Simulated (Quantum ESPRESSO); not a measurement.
# Al in Quantum ESPRESSO: a series of runs, part 2 of 2

Quantum ESPRESSO 7.5. Earlier steps stand in the parts before.

## Step 3: Relaxation of the atoms, PBE+D2

pw.in

```
&CONTROL
  calculation = 'relax'
  prefix = 'pwscf'
  outdir = './tmp'
  pseudo_dir = './pseudo'
  tprnfor = .true.
  disk_io = 'low'
  nstep = 30
  forc_conv_thr = 0.001
  etot_conv_thr = 0.0001
  max_seconds = 1386
/
&SYSTEM
  ibrav = 0
  celldm(1) = 8
  nat = 5
  ntyp = 2
  ecutwfc = 45
  ecutrho = 270
  nbnd = 13
  occupations = 'smearing'
  smearing = 'fd'
  degauss = 0.00367493
  vdw_corr = 'grimme-d2'
/
&ELECTRONS
  conv_thr = 1d-07
  electron_maxstep = 150
  mixing_beta = 0.3
  mixing_mode = 'local-TF'
/
&IONS
  upscale = 10
  ion_dynamics = 'bfgs'
/
ATOMIC_SPECIES
Al    26.9815 al_pbe_v1.uspp.F.UPF
Al9   26.9815 al_pbe_v1.uspp.F.UPF
CELL_PARAMETERS alat
  0.6678001636174  -0.0000000000000   0.0000000000000
 -0.3339000818113   0.5783319063456   0.0000000000000
  0.0000000000000   0.0000000000000   5.7131128692996
ATOMIC_POSITIONS crystal
Al9    0.0000000000    0.0000000000    0.3100968390  0 0 0
Al9    0.3333333300    0.6666666600    0.4050484195  0 0 0
Al     0.0000000000    0.0000000000    0.5000000000
Al     0.6666666700    0.3333333400    0.5949515805
Al     0.0000000000    0.0000000000    0.6899031610
K_POINTS automatic
11 11 1 0 0 0
```

pp_density.in

```
&INPUTPP
  prefix = 'pwscf'
  outdir = './tmp'
  filplot = 'density.dat'
  plot_num = 0
/
&PLOT
  nfile = 1
  filepp(1) = 'density.dat'
  iflag = 3
  output_format = 6
  fileout = 'density.cube'
/
```

pp_potential.in

```
&INPUTPP
  prefix = 'pwscf'
  outdir = './tmp'
  filplot = 'potential.dat'
  plot_num = 11
/
&PLOT
  nfile = 1
  filepp(1) = 'potential.dat'
  iflag = 3
  output_format = 6
  fileout = 'potential.cube'
/
```

Potentials or basis: GBRV 1.5 PBE.

Started as:

```sh
> OMP_NUM_THREADS=1 mpirun -n 2 pw.x -nk 2 -in pw.in > pw.out
> OMP_NUM_THREADS=1 mpirun -n 1 pp.x -in pp_density.in > pp_density.out
> OMP_NUM_THREADS=1 mpirun -n 1 pp.x -in pp_potential.in > pp_potential.out
```

Wall time 3.5 min (2 MPI ranks of Arm Neoverse V1, shared host); peak memory 0.26 GiB.

The run converged. Its results:

```
Free energy                     : -456.5398 eV
Energy gained by relaxing       : 5.1 meV/atom
Ionic steps                     : 19
Band gap on the k mesh          : none (metal or under the smearing width)
Work function of the upper face : 4.12 eV
Work function of the lower face : 4.13 eV
```

The path:
| step | energy change (eV) | largest force (eV/Å) |
| --- | --- | --- |
| 1 | 0.0000 | 0.2273 |
| 2 | -0.0013 | 0.2085 |
| 3 | -0.0025 | 0.1892 |
| 4 | -0.0040 | 0.1625 |
| 5 | -0.0057 | 0.1270 |
| 6 | -0.0074 | 0.0813 |
| 7 | -0.0084 | 0.1091 |
| 8 | -0.0088 | 0.1199 |
| 9 | -0.0094 | 0.1222 |
| 10 | -0.0103 | 0.1155 |
| 11 | -0.0117 | 0.0961 |
| 12 | -0.0136 | 0.1535 |
| 13 | -0.0159 | 0.2108 |
| 14 | -0.0178 | 0.2353 |
| 15 | -0.0195 | 0.2147 |
| 16 | -0.0227 | 0.1464 |
| 17 | -0.0247 | 0.0531 |
| 18 | -0.0251 | 0.0359 |
| 19 | -0.0253 | 0.0111 |

Final structure:
```cif
data_structure
_symmetry_space_group_name_H-M 'P 1'
_symmetry_Int_Tables_number 1
_cell_length_a 2.8271
_cell_length_b 2.8271
_cell_length_c 24.1860
_cell_angle_alpha 90.000
_cell_angle_beta 90.000
_cell_angle_gamma 120.000
_cell_volume 167.41
loop_
_atom_site_label
_atom_site_type_symbol
_atom_site_fract_x
_atom_site_fract_y
_atom_site_fract_z
_atom_site_occupancy
Al1 Al 0.00000 0.00000 0.31010 1
Al2 Al 0.33333 0.66667 0.40505 1
Al3 Al 0.00000 0.00000 0.50409 1
Al4 Al 0.66667 0.33333 0.60277 1
Al5 Al 0.00000 0.00000 0.70333 1
```

Levels at points of the mesh, in eV from the Fermi level:
```
           k point  band 5  band 6  band 7  band 8  band 9  band 10
(0.00, 0.00, 0.00)   -5.87   -3.76   -1.43    0.96    2.88     3.99
```

## Step 4: Relaxation of the atoms, PBE+D3

pw.in: that of step 3 with these lines changed.

```diff
@@ -14,3 +14,2 @@
   ibrav = 0
-  celldm(1) = 8
   nat = 5
@@ -23,3 +22,4 @@
   degauss = 0.00367493
-  vdw_corr = 'grimme-d2'
+  vdw_corr = 'grimme-d3'
+  dftd3_version = 3
 /
@@ -38,6 +38,6 @@
 Al9   26.9815 al_pbe_v1.uspp.F.UPF
-CELL_PARAMETERS alat
-  0.6678001636174  -0.0000000000000   0.0000000000000
- -0.3339000818113   0.5783319063456   0.0000000000000
-  0.0000000000000   0.0000000000000   5.7131128692996
+CELL_PARAMETERS angstrom
+   2.8270770242    0.0000000000    0.0000000000
+  -1.4135385121    2.4483205214    0.0000000000
+   0.0000000000    0.0000000000   24.1859930700
 ATOMIC_POSITIONS crystal
```

Potentials or basis: GBRV 1.5 PBE.

Started as:

```sh
> OMP_NUM_THREADS=1 mpirun -n 2 pw.x -nk 2 -in pw.in > pw.out
```

pw.out:

```text
This program is part of the open-source Quantum ESPRESSO suite
     for quantum simulation of materials; please cite
[... 13 lines left out ...]
     --------------------
     sticks:   dense  smooth     PW     G-vecs:    dense   smooth      PW
     Sum         517     361    109                84299    46155    7933

     Using Slab Decomposition

     bravais-lattice index     =            0
     lattice parameter (alat)  =       5.3424  a.u.
     unit-cell volume          =    1129.7086 (a.u.)^3
     number of atoms/cell      =            5
     number of atomic types    =            2
     number of electrons       =        15.00
     number of Kohn-Sham states=           13
     kinetic-energy cutoff     =      45.0000  Ry
     charge density cutoff     =     270.0000  Ry
     scf convergence threshold =      1.0E-07
     mixing beta               =       0.3000
     number of iterations used =            8  local-TF  mixing
     energy convergence thresh.=      1.0E-04
     force convergence thresh. =      1.0E-03
     Exchange-correlation= SLA  PW   PBE  PBE
                           (   1   4   3   4   0   0   0)
     nstep                     =           30

     celldm(1)=   5.342401  celldm(2)=   0.000000  celldm(3)=   0.000000
     celldm(4)=   0.000000  celldm(5)=   0.000000  celldm(6)=   0.000000

     crystal axes: (cart. coord. in units of alat)
               a(1) = (   1.000000   0.000000   0.000000 )
               a(2) = (  -0.500000   0.866025   0.000000 )
               a(3) = (   0.000000   0.000000   8.555123 )

[... 395 lines left out ...]
     iteration #  6     ecut=    45.00 Ry     beta= 0.30
     Davidson diagonalization with overlap
     ethr =  8.60E-11,  avg # of iterations =  2.8

     negative rho (up, down):  7.443E-05 0.000E+00

     End of self-consistent calculation

          k = 0.0000 0.0000 0.0000 (  5749 PWs)   bands (ev):

    -9.1277  -8.4690  -7.3742  -5.8404  -4.0022  -1.9076   0.4516   2.8490
     4.7556   5.8462   6.0812   7.7993   7.9716
[... 73 lines left out ...]
    -1.8287  -1.7312  -1.2854  -1.0621  -0.3801   0.0989   0.3378   0.7786
     1.3982   1.7672   2.2105   3.1021   3.5799

     the Fermi energy is     1.8427 ev

!    total energy              =     -33.52158992 Ry
     estimated scf accuracy    <          4.2E-09 Ry
     smearing contrib. (-TS)   =      -0.00185677 Ry
     internal energy E=F+TS    =     -33.51973315 Ry

     The total energy is F=E-TS. E is the sum of the following terms:
     one-electron contribution =    -214.23174181 Ry
     hartree contribution      =     111.28153916 Ry
     xc contribution           =     -21.33297054 Ry
     ewald contribution        =      90.80488783 Ry
     DFT-D3 Dispersion         =      -0.04144778 Ry

     convergence has been achieved in   6 iterations

     negative rho (up, down):  7.443E-05 0.000E+00

     Forces acting on atoms (cartesian axes, Ry/au):

     atom    1 type  2   force =     0.00000000    0.00000000   -0.01115655
     atom    2 type  2   force =     0.00000000   -0.00000000    0.01115623
     atom    3 type  1   force =     0.00000000    0.00000000    0.00000279
     atom    4 type  1   force =     0.00000000   -0.00000000   -0.00047782
     atom    5 type  1   force =     0.00000000    0.00000000    0.00047534

     Total force =     0.000674     Total SCF correction =     0.000079
     SCF correction compared to forces is large: reduce conv_thr to get better values
     Energy error            =      1.5E-05 Ry
     Gradient error          =      4.8E-04 Ry/Bohr

     bfgs converged in  18 scf cycles and  17 bfgs steps
     (criteria: energy <  1.0E-04 Ry, force <  1.0E-03 Ry/Bohr)

     End of BFGS Geometry Optimization

     Final energy             =     -33.5215899191 Ry

Begin final coordinates

ATOMIC_POSITIONS (crystal)
Al9              0.0000000000        0.0000000000        0.3100968390    0   0   0
Al9              0.3333333300        0.6666666600        0.4050484195    0   0   0
Al              -0.0000000000       -0.0000000000        0.5036596674
Al               0.6666666700        0.3333333400        0.6018460161
Al               0.0000000000        0.0000000000        0.7013096725
End final coordinates

=------------------------------------------------------------------------------=
   JOB DONE.
=------------------------------------------------------------------------------=
```

It took 3.3 min on 2 MPI ranks of Arm Neoverse V1, shared host; peak memory 0.28 GiB.

What came out:

```yaml
Free_energy: -456.0845 eV
Energy_gained_by_relaxing: 4.5 meV/atom
Ionic_steps: 18
Band_gap_on_the_k_mesh: none (metal or under the smearing width)
```

Step by step:
```csv
step,energy change (eV),largest force (eV/Å)
1,0.0000,0.2306
2,-0.0012,0.2101
3,-0.0024,0.1891
4,-0.0039,0.1604
5,-0.0055,0.1214
6,-0.0071,0.0778
7,-0.0080,0.1220
8,-0.0084,0.1322
9,-0.0091,0.1327
10,-0.0102,0.1228
11,-0.0119,0.1098
12,-0.0142,0.1621
13,-0.0166,0.2064
14,-0.0179,0.2016
15,-0.0200,0.1542
16,-0.0216,0.0720
17,-0.0221,0.0412
18,-0.0223,0.0123
```

Final structure:
```yaml
crystal:
  lattice:
    - [2.82708, 0.00000, 0.00000]
    - [-1.41354, 2.44832, 0.00000]
    - [0.00000, 0.00000, 24.18599]
  atoms:
    - { symbol: Al, position: [0.00000, 0.00000, 0.31010] }
    - { symbol: Al, position: [0.33333, 0.66667, 0.40505] }
    - { symbol: Al, position: [0.00000, 0.00000, 0.50366] }
    - { symbol: Al, position: [0.66667, 0.33333, 0.60185] }
    - { symbol: Al, position: [0.00000, 0.00000, 0.70131] }
```

## Step 5: Relaxation of the atoms, PBE+D3(BJ)

pw.in: that of step 4 with these lines changed.

```diff
@@ -14,2 +14,3 @@
   ibrav = 0
+  celldm(1) = 8
   nat = 5
@@ -23,3 +24,3 @@
   vdw_corr = 'grimme-d3'
-  dftd3_version = 3
+  dftd3_version = 4
 /
@@ -38,6 +39,6 @@
 Al9   26.9815 al_pbe_v1.uspp.F.UPF
-CELL_PARAMETERS angstrom
-   2.8270770242    0.0000000000    0.0000000000
-  -1.4135385121    2.4483205214    0.0000000000
-   0.0000000000    0.0000000000   24.1859930700
+CELL_PARAMETERS alat
+  0.6678001636174  -0.0000000000000   0.0000000000000
+ -0.3339000818113   0.5783319063456   0.0000000000000
+  0.0000000000000   0.0000000000000   5.7131128692996
 ATOMIC_POSITIONS crystal
```

pp_density.in is that of step 3.

pp_potential.in is that of step 3.

Started as:

```sh
> OMP_NUM_THREADS=1 mpirun -n 2 pw.x -nk 2 -in pw.in > pw.out
> OMP_NUM_THREADS=1 mpirun -n 1 pp.x -in pp_density.in > pp_density.out
> OMP_NUM_THREADS=1 mpirun -n 1 pp.x -in pp_potential.in > pp_potential.out
```

It took 2.9 min on 2 MPI ranks of Arm Neoverse V1, shared host; peak memory 0.28 GiB.

Results (log left out):

- Free energy: -456.8481 eV
- Energy gained by relaxing: 1.5 meV/atom
- Ionic steps: 17
- Band gap on the k mesh: none (metal or under the smearing width)
- Work function of the upper face: 4.07 eV
- Work function of the lower face: 4.08 eV

The path:
```
step  energy change (eV)  largest force (eV/Å)
   1              0.0000                0.1730
   2             -0.0009                0.1551
   3             -0.0016                0.1367
   4             -0.0025                0.1107
   5             -0.0035                0.0758
   6             -0.0040                0.0565
   7             -0.0042                0.0622
   8             -0.0043                0.0618
   9             -0.0046                0.0544
  10             -0.0049                0.0541
  11             -0.0051                0.0814
  12             -0.0054                0.0979
  13             -0.0057                0.1030
  14             -0.0063                0.0966
  15             -0.0070                0.0722
  16             -0.0075                0.0369
  17             -0.0077                0.0188
```

Final structure:
```
Al
1.0
     2.82708    0.00000    0.00000
    -1.41354    2.44832    0.00000
     0.00000    0.00000   24.18599
Al
5
Direct
  0.00000 0.00000 0.31010
  0.33333 0.66667 0.40505
  0.00000 0.00000 0.50188
  0.66667 0.33333 0.59851
  0.00000 0.00000 0.69653
```

Levels at points of the mesh, in eV from the Fermi level:
| k point | band 3 | band 4 | band 5 | band 6 | band 7 | band 8 | band 9 | band 10 | band 11 | band 12 |
| --- | --- | --- | --- | --- | --- | --- | --- | --- | --- | --- |
| (0.00, 0.00, 0.00) | -9.26 | -7.70 | -5.79 | -3.74 | -1.30 | 1.10 | 2.96 | 4.01 | 4.23 | 5.96 |

## Step 6: The runs side by side

| level | gap on the mesh (eV) | work function (eV) |
| --- | --- | --- |
| PBE | none | - |
| PBE+D2 | none | 4.12 |
| PBE+D3 | none | - |
| PBE+D3(BJ) | none | 4.07 |

Alike in all rows: task relaxation of the atoms; potentials or basis GBRV 1.5 PBE; no spin polarisation; cell atoms relaxed; k mesh 11 × 11 × 1; cutoff (eV) 612; smearing fermi-dirac 0.05 eV.

Total energies depend on the potentials used, so only differences within one code and one set of settings carry meaning.
